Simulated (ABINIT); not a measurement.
Crystal: BN.

```xyz
2
Lattice="1.2511 0.7223 3.3729 -1.2511 0.7223 3.3729 0.0000 -1.4447 3.3729" Properties=species:S:1:pos:R:3 pbc="T T T"
N     0.0000    0.0000    6.7517
B     0.0000    0.0000    0.0033
```

The cell is a database's computed one.

Program: ABINIT 10.8.3 (patched build). Alike in all runs: task band structure; no spin polarisation; cell as given; k mesh 12 × 12 × 12; smearing fermi-dirac 0.05 eV.

**Question.** Order these runs on this cell by their pressure, lowest first.
A. level r2SCAN; potentials or basis JTH PAW PBE v2.0; cutoff (eV) 844; fine-grid cutoff 1442.2 eV
B. level PBEsol; potentials or basis JTH PAW PBE v2.0; cutoff (eV) 707; fine-grid cutoff 1306.15 eV
C. level LDA; potentials or basis JTH PAW LDA v2.0; cutoff (eV) 707; fine-grid cutoff 1306.15 eV

**Answer.** C (-4.2 GPa), B (1.1 GPa), A (3.4 GPa).

Caveats: the atomic spheres overlap; the PAW data sets were made with another functional, which shifts forces and pressure a little (some runs).
